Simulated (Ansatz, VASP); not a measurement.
## One calculation of KZnF3, two programs

```
CELL_PARAMETERS angstrom
4.04617 0.00000 0.00000
0.00000 4.04617 0.00000
0.00000 0.00000 4.04617
ATOMIC_POSITIONS crystal
K 0.00000 0.00000 0.00000
Zn 0.50000 0.50000 0.50000
F 0.50000 0.50000 0.00000
F 0.50000 0.00000 0.50000
F 0.00000 0.50000 0.50000
```

The cell was built by a generator and needn't be a form met in nature.

Alike in both runs: task single point; functional r2SCAN; k mesh 6 × 6 × 6; no spin polarisation.

```csv
,VASP,Ansatz
version,VASP 6.6.1,Ansatz 0.2.0
potentials or method,"VASP PAW PBE potentials, release 64 (K_sv, Zn, F)","plane waves, PAW"
plane-wave cutoff (eV),520,500
occupations,"gaussian, width 0.01 eV",fixed
valence electrons in the cell,42,42
```

VASP gave:

* gap on the k mesh at the Fermi level (eV): 4.59
* pressure (GPa): 0.3

Q: Which values does Ansatz return?

A: gap on the k mesh at the Fermi level (eV): 4.64; pressure (GPa): 0.0.

Caveats: the PAW data sets were made with another functional, which shifts forces and pressure a little (VASP). A k mesh can miss the band edges. r2SCAN opens gaps a little over a GGA but as a rule still falls short of measured ones.
